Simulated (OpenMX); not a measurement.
Set up this calculation in OpenMX 3.8.5, as the native input.

- Task: single point
- Functional: PBE
- Potentials or basis: OpenMX 2013 PBE set, Sb7.0-s3p2d2, grid cutoff 700 Ry
- k mesh: 7 × 7 × 7
- Occupations: fermi-dirac, width 0.05 eV
- Spin: no spin polarisation
- Mixing scheme: rmm-diisk
- SCF threshold: 1e-08 Ha
- Solver: band
- Max SCF cycles: 100

Crystal: Sb.

```xyz
2
Lattice="2.1542 1.2437 3.7580 -2.1542 1.2437 3.7580 0.0000 -2.4875 3.7580" Properties=species:S:1:pos:R:3 pbc="T T T"
Sb    0.0143    0.0083    8.6667
Sb    0.0000    0.0000    2.6324
```

The cell isn't the ideal one: atom 1 moved by [0.0143, 0.0083, 0.025] A.

One way to write it, as run:

Sb.dat

```
System.CurrrentDirectory             ./
System.Name                          Sb
DATA.PATH                            ./DFT_DATA13
level.of.stdout                      1
level.of.fileout                     0
Species.Number                       1
<Definition.of.Atomic.Species
  Sb  Sb7.0-s3p2d2           Sb_PBE13
Definition.of.Atomic.Species>

Atoms.Number                         2
Atoms.SpeciesAndCoordinates.Unit     FRAC
<Atoms.SpeciesAndCoordinates
    1  Sb    0.7731668119    0.7665100000    0.7665100000   7.500  7.500
    2  Sb    0.2334900000    0.2334900000    0.2334900000   7.500  7.500
Atoms.SpeciesAndCoordinates>

Atoms.UnitVectors.Unit               Ang
<Atoms.UnitVectors
     2.1542000000    1.2437279499    3.7580000000
    -2.1542000000    1.2437279499    3.7580000000
     0.0000000000   -2.4874558998    3.7580000000
Atoms.UnitVectors>

scf.XcType                           GGA-PBE
scf.SpinPolarization                 off
scf.ElectronicTemperature            580.226
scf.energycutoff                     700.0
scf.maxIter                          100
scf.EigenvalueSolver                 band
scf.Kgrid                            7 7 7
scf.Mixing.Type                      rmm-diisk
scf.Init.Mixing.Weight               0.05
scf.Min.Mixing.Weight                0.001
scf.Max.Mixing.Weight                0.3
scf.Mixing.History                   25
scf.Mixing.StartPulay                8
scf.criterion                        1.0e-8
MD.Type                              nomd
scf.fixed.grid                       0.000000000000 0.000000000000 0.000000000000
```

Potentials or basis: OpenMX 2013 PBE set, Sb7.0-s3p2d2, grid cutoff 700 Ry.

Run with:

```sh
$ openmx Sb.dat -nt 1 > Sb.std
```

It gave:

```
Largest force          : 0.603 eV/Å
Band gap on the k mesh : 0.31 eV, indirect (least direct gap 0.64 eV)
```

Caveat: spin-orbit coupling is left out, which moves the levels of the heavy elements; an odd mesh through Γ misses points on the zone boundary, where band edges often lie; the basis of atomic orbitals isn't converged, which shifts pressures, moduli and gaps.

Wall time 50 s on 1 thread of Arm Neoverse V2, on a shared host, peak memory 1.1 GiB.
